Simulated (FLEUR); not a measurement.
# InAs (F-43m) in FLEUR: settings compared, part 2 of 2

FLEUR MaX-R8.1 (patched build s14).

## Step 3: Equation of state, PBE, 25.84 Å³/atom (volume scaled by 0.94)

The input, inp.xml:

```xml
<?xml version="1.0" encoding="UTF-8" standalone="no"?>
<fleurInput fleurInputVersion="0.39">
   <comment>
      InAs                                                                                                
   </comment>
   <calculationSetup>
      <cutoffs Kmax="3.86" Gmax="12.0" GmaxXC="12.0" numbands="0"/>
      <scfLoop itmax="60" minDistance="0.00001" maxIterBroyd="15" imix="Anderson" alpha="0.05" precondParam="0.0" spinf="2.0" sdNocoIR="T"/>
      <coreElectrons ctail="T" frcor="F" kcrel="0" coretail_lmax="0"/>
      <xcFunctional name="pbe" relativisticCorrections="F"/>
      <magnetism jspins="1"/>
      <soc l_soc="F" theta="0.0" phi="0.0" spav="F"/>
      <expertModes spex="0" secvar="F"/>
      <geometryOptimization l_f="F" forcealpha="1.0" forcemix="BFGS" epsdisp="0.0005" epsforce="0.0002"/>
      <ldaU l_linMix="F" mixParam="0.05" spinf="1.0"/>
   </calculationSetup>
   <cell>
      <bzIntegration valenceElectrons="42.0" mode="hist" fermiSmearingEnergy="0.00183747">
         <kPointListSelection listName="default-1"/>
         <!-- k-points included here -->
         <xi:include xmlns:xi="http://www.w3.org/2001/XInclude" href="kpts.xml"> </xi:include>
      </bzIntegration>
      <!-- symmetry operations included here -->
      <xi:include xmlns:xi="http://www.w3.org/2001/XInclude" href="sym.xml"> </xi:include>
      <bulkLattice scale="0.9795861087">
         <bravaisMatrix>
            <row-1>    0.0000000000000000     5.7031934440427996     5.7031934440427996</row-1>
            <row-2>    5.7031934440427996     0.0000000000000000     5.7031934440427996</row-2>
            <row-3>    5.7031934440427996     5.7031934440427996     0.0000000000000000</row-3>
         </bravaisMatrix>
      </bulkLattice>
   </cell>
   <atomSpecies>
      <species name="Indium (In)" element="In" atomicNumber="49">
         <mtSphere radius="2.28" gridPoints="777" logIncrement="0.017"/>
         <atomicCutoffs lmax="9" lnonsphr="7"/>
         <electronConfig flipSpins="F">
            <coreConfig>(1s1/2) (2s1/2) (2p1/2) (2p3/2) (3s1/2) (3p1/2) (3p3/2) (3d3/2) (3d5/2)</coreConfig>
            <valenceConfig>(4s1/2) (4p1/2) (4p3/2) (5s1/2) (4d3/2) (4d5/2) (5p1/2) (5p3/2)</valenceConfig>
            <stateOccupation state="(5p1/2)" spinUp="0.166667" spinDown="0.166667"/>
            <stateOccupation state="(5p3/2)" spinUp="0.333333" spinDown="0.333333"/>
         </electronConfig>
         <energyParameters s="5" p="5" d="4" f="4"/>
         <lo type="SCLO" l="0" n="4" eDeriv="0"/>
         <lo type="SCLO" l="1" n="4" eDeriv="0"/>
         <lo type="SCLO" l="1" n="4" eDeriv="1"/>
         <lo type="SCLO" l="2" n="4" eDeriv="2"/>
         <lo type="SCLO" l="3" n="4" eDeriv="2"/>
      </species>
      <species name="Arsenic (As)" element="As" atomicNumber="33">
         <mtSphere radius="2.15" gridPoints="735" logIncrement="0.017"/>
         <atomicCutoffs lmax="9" lnonsphr="7"/>
         <electronConfig flipSpins="F">
            <coreConfig>(1s1/2) (2s1/2) (2p1/2) (2p3/2) (3s1/2)</coreConfig>
            <valenceConfig>(3p1/2) (3p3/2) (4s1/2) (3d3/2) (3d5/2) (4p1/2) (4p3/2)</valenceConfig>
            <stateOccupation state="(4p1/2)" spinUp="0.500000" spinDown="0.500000"/>
            <stateOccupation state="(4p3/2)" spinUp="1.000000" spinDown="1.000000"/>
         </electronConfig>
         <energyParameters s="4" p="4" d="3" f="4"/>
         <lo type="SCLO" l="1" n="3" eDeriv="0"/>
         <lo type="SCLO" l="1" n="3" eDeriv="1"/>
         <lo type="HELO" l="2" n="4" eDeriv="0"/>
         <lo type="HELO" l="2" n="4" eDeriv="1"/>
         <lo type="SCLO" l="0" n="4" eDeriv="2"/>
         <lo type="SCLO" l="3" n="4" eDeriv="2"/>
      </species>
   </atomSpecies>
   <atomGroups>
      <atomGroup species="Indium (In)">
         <relPos label="                   1">.0000000000 .0000000000 .0000000000</relPos>
         <force calculate="T" relaxXYZ="TTT"/>
      </atomGroup>
      <atomGroup species="Arsenic (As)">
         <relPos label="                   2">-1.000/4.000 -1.000/4.000 -1.000/4.000</relPos>
         <force calculate="T" relaxXYZ="TTT"/>
      </atomGroup>
   </atomGroups>
   <output dos="F" band="F" slice="F">
      <checks vchk="F" cdinf="F"/>
      <bandDOS minEnergy="-.5*Htr" maxEnergy="0.5*Htr" sigma="0.015" storeEVData="T"/>
      <vacuumDOS vacdos="F" integ="F" star="F" nstars="0" locx1="0.0" locy1="0.0" locx2="0.0" locy2="0.0" nstm="0" tworkf="0.0"/>
      <unfoldingBand unfoldBand="F" supercellX="1" supercellY="1" supercellZ="1"/>
      <plotting iplot="0" polar="F">
         <plot TwoD="T" vec1="  1.0  0.0  0.0" vec2="  0.0  1.0  0.0" vec3="  0.0  0.0  1.0" zero="  0.0  0.0  0.0" file="plot"/>
      </plotting>
      <chargeDensitySlicing numkpt="0" minEigenval="0.0" maxEigenval="0.0" nnne="0" pallst="F"/>
      <specialOutput eonly="F"/>
      <moessbauerParams electricFieldGradient="T" isomerShift="T" coreHyperfine="T" valenceHyperfine="T"/>
      <magneticCircularDichroism mcd="F" energyLo="-10.0" energyUp="0.0"/>
   </output>
  <!-- We include the file relax.xml here to enable relaxations (see documentation) -->
  <xi:include xmlns:xi="http://www.w3.org/2001/XInclude" href="relax.xml"> <xi:fallback/> </xi:include>
</fleurInput>
```

Potentials or basis: all-electron, FLAPW.

Started as:

```
$ inpgen -f crystal.txt -profile fastHighL
$ # inp.xml edited to the form shown
$ fleur_MPI
```

Run time: 50 s. Hardware: 1 thread of Arm Neoverse V1, shared host; peak memory 0.07 GiB.

Results (log left out):

| Item | Value |
| --- | --- |
| Free energy | -221619.0782 eV |
| Band gap on the k mesh | 0.15 eV, direct |
| Valence electrons inside the program's atomic spheres | In 18.69; As 18.88 (radii In 2.28, As 2.15 bohr) |

Caveat: the plane-wave cutoff is short for the semicore states, which can make moduli rough; spin-orbit coupling is left out, which moves the levels of the heavy elements.

## Step 4: Equation of state, PBE, 26.39 Å³/atom (volume scaled by 0.96)

Changes to inp.xml since step 3:

```diff
@@ -24,3 +24,3 @@
       <xi:include xmlns:xi="http://www.w3.org/2001/XInclude" href="sym.xml"> </xi:include>
-      <bulkLattice scale="0.9795861087">
+      <bulkLattice scale="0.9864848297">
          <bravaisMatrix>
```

Started as:

```
$ inpgen -f crystal.txt -profile fastHighL
$ # inp.xml edited to the form shown
$ fleur_MPI
```

It took 50 s on 1 thread of Arm Neoverse V1, shared host; peak memory 0.07 GiB.

Results (log left out):

```yaml
Free_energy: -221619.1338 eV
Band_gap_on_the_k_mesh: none (metal or under the smearing width)
Valence_electrons_inside_the_program's_atomic_spheres: In 18.68; As 18.86 (radii In 2.28, As 2.15 bohr)
```

Caveat: the plane-wave cutoff is short for the semicore states, which can make moduli rough.

## Step 5: Equation of state, PBE, 26.94 Å³/atom (volume scaled by 0.98)

Changes to inp.xml since step 4:

```diff
@@ -24,3 +24,3 @@
       <xi:include xmlns:xi="http://www.w3.org/2001/XInclude" href="sym.xml"> </xi:include>
-      <bulkLattice scale="0.9864848297">
+      <bulkLattice scale="0.9932883884">
          <bravaisMatrix>
```

Started as:

```
$ inpgen -f crystal.txt -profile fastHighL
$ # inp.xml edited to the form shown
$ fleur_MPI
```

Wall time 51 s (1 thread of Arm Neoverse V1, shared host); peak memory 0.07 GiB.

Results (log left out):

- Free energy: -221619.1791 eV
- Band gap on the k mesh: none (metal or under the smearing width)
- Valence electrons inside the program's atomic spheres: In 18.66; As 18.85 (radii In 2.28, As 2.15 bohr)

Caveat: the plane-wave cutoff is short for the semicore states, which can make moduli rough.

## Step 6: Equation of state, PBE, 27.49 Å³/atom

Changes to inp.xml since step 5:

```diff
@@ -24,3 +24,3 @@
       <xi:include xmlns:xi="http://www.w3.org/2001/XInclude" href="sym.xml"> </xi:include>
-      <bulkLattice scale="0.9932883884">
+      <bulkLattice scale="1.0000000000">
          <bravaisMatrix>
```

Potentials or basis: all-electron, FLAPW.

Started as:

```
$ inpgen -f crystal.txt -profile fastHighL
$ # inp.xml edited to the form shown
$ fleur_MPI
```

Run time: 53 s. Hardware: 1 thread of Arm Neoverse V1, shared host; peak memory 0.07 GiB.

It converged, with:

```
Free energy                                           : -221619.2126 eV
Band gap on the k mesh                                : none (metal or under the smearing width)
Valence electrons inside the program's atomic spheres : In 18.65; As 18.83 (radii In 2.28, As 2.15 bohr)
```

Caveat: the plane-wave cutoff is short for the semicore states, which can make moduli rough.

## Step 7: Equation of state, PBE, 28.04 Å³/atom (volume scaled by 1.02)

Changes to inp.xml since step 6:

```diff
@@ -24,3 +24,3 @@
       <xi:include xmlns:xi="http://www.w3.org/2001/XInclude" href="sym.xml"> </xi:include>
-      <bulkLattice scale="1.0000000000">
+      <bulkLattice scale="1.0066227096">
          <bravaisMatrix>
```

Started as:

```
$ inpgen -f crystal.txt -profile fastHighL
$ # inp.xml edited to the form shown
$ fleur_MPI
```

It took 54 s on 1 thread of Arm Neoverse V1, shared host; peak memory 0.07 GiB.

The run converged. Its results:

```
Free energy                                           : -221619.2369 eV
Band gap on the k mesh                                : none (metal or under the smearing width)
Valence electrons inside the program's atomic spheres : In 18.64; As 18.82 (radii In 2.28, As 2.15 bohr)
```

Caveat: the plane-wave cutoff is short for the semicore states, which can make moduli rough.

## Step 8: Equation of state, PBE, 28.59 Å³/atom (volume scaled by 1.04)

Changes to inp.xml since step 7:

```diff
@@ -24,3 +24,3 @@
       <xi:include xmlns:xi="http://www.w3.org/2001/XInclude" href="sym.xml"> </xi:include>
-      <bulkLattice scale="1.0066227096">
+      <bulkLattice scale="1.0131594038">
          <bravaisMatrix>
```

Started as:

```
$ inpgen -f crystal.txt -profile fastHighL
$ # inp.xml edited to the form shown
$ fleur_MPI
```

It took 55 s on 1 thread of Arm Neoverse V1, shared host; peak memory 0.07 GiB.

It converged, with:

- Free energy: -221619.2535 eV
- Band gap on the k mesh: none (metal or under the smearing width)
- Valence electrons inside the program's atomic spheres: In 18.63; As 18.80 (radii In 2.28, As 2.15 bohr)

Caveat: the plane-wave cutoff is short for the semicore states, which can make moduli rough.

## Step 9: Equation of state, PBE, 29.14 Å³/atom (volume scaled by 1.06)

Changes to inp.xml since step 8:

```diff
@@ -24,3 +24,3 @@
       <xi:include xmlns:xi="http://www.w3.org/2001/XInclude" href="sym.xml"> </xi:include>
-      <bulkLattice scale="1.0131594038">
+      <bulkLattice scale="1.0196128224">
          <bravaisMatrix>
```

Potentials or basis: all-electron, FLAPW.

Started as:

```
$ inpgen -f crystal.txt -profile fastHighL
$ # inp.xml edited to the form shown
$ fleur_MPI
```

Wall time 59 s (1 thread of Arm Neoverse V1, shared host); peak memory 0.07 GiB.

It converged, with:

- Free energy: -221619.2616 eV
- Band gap on the k mesh: none (metal or under the smearing width)
- Valence electrons inside the program's atomic spheres: In 18.62; As 18.79 (radii In 2.28, As 2.15 bohr)

Caveat: the plane-wave cutoff is short for the semicore states, which can make moduli rough.

## Step 10: Equation of state, PBE

This step only gathers the single runs of the series.

Results:

| Quantity | Value |
| --- | --- |
| Equilibrium volume | 29.52 Å³/atom (rough: see the caveat) |
| Bulk modulus | 51 GPa (rough) |

Energy against volume, from the lowest point:
| volume (Å³/atom) | energy (meV/atom) |
| --- | --- |
| 25.840 | 91.70 |
| 26.389 | 63.91 |
| 26.939 | 41.21 |
| 27.489 | 24.47 |
| 28.039 | 12.32 |
| 28.588 | 4.01 |
| 29.138 | 0.00 |

Caveat: the minimum lies outside the volumes run; the plane-wave cutoff is short for the semicore states, which can make moduli rough.

## Step 11: How close it comes

Step 2. Against the measured gap of InAs, 0.418 eV (direct; 4.2 K; a printed reference work, data compilation), the calculated 0.00 eV is off by -0.42 eV. Spin-orbit coupling on As, In is left out. The value is that of LDA (Wigner correlation) on a finite k mesh, which can miss the band edges, without temperature or zero-point motion.
